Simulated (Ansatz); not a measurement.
## Si: energy along a strain

Si, I4/mmm, a = 3.254 Å, c = 2.641 Å (as given, not relaxed at this level: -0.3 GPa). This isn't the element's structure at ambient conditions. Ansatz: LDA, PAW, 420 eV, Γ-centred 22×22×22 mesh on 1 atom, Gaussian smearing 0.15 eV; no spin polarisation. Cell vectors (Å): -1.627 1.627 1.320; 1.627 -1.627 1.320; 1.627 1.627 -1.320. The cell is strained by x per cent times the pattern (1 -1 0 0 0 0) in the order xx yy zz yz xz xy (engineering shears), with fractional coordinates held. y is the free energy over the start, V0 = 13.979 Å³/atom. Symmetry makes y even in x. Points with a strain past 8.5 % were computed too (4) and aren't used here.

| x (%) | y (meV/atom) |
| --- | --- |
| -7.50 | 36.05 |
| 0.00 | 0.00 |
| 1.87 | 2.20 |
| 3.75 | 11.63 |
| 5.62 | ? |

Fit y = c2 x² + c4 x⁴ to the other rows, get the stiffness along the pattern, and predict the missing energy.

Least squares on the rows shown. y = 0.86601 x² − 0.0039984 x⁴. The clamped-ion stiffness p·C·p = 2 × 8.660 eV × 160.2 / 13.979 Å³ = 198 GPa. At x = 5.62 the fit asked for gives 23.36 meV/atom. The run gave 24.02 meV/atom, so the fit is 0.66 meV/atom too low, within twice the rms miss on the fitted rows (0.47 meV/atom).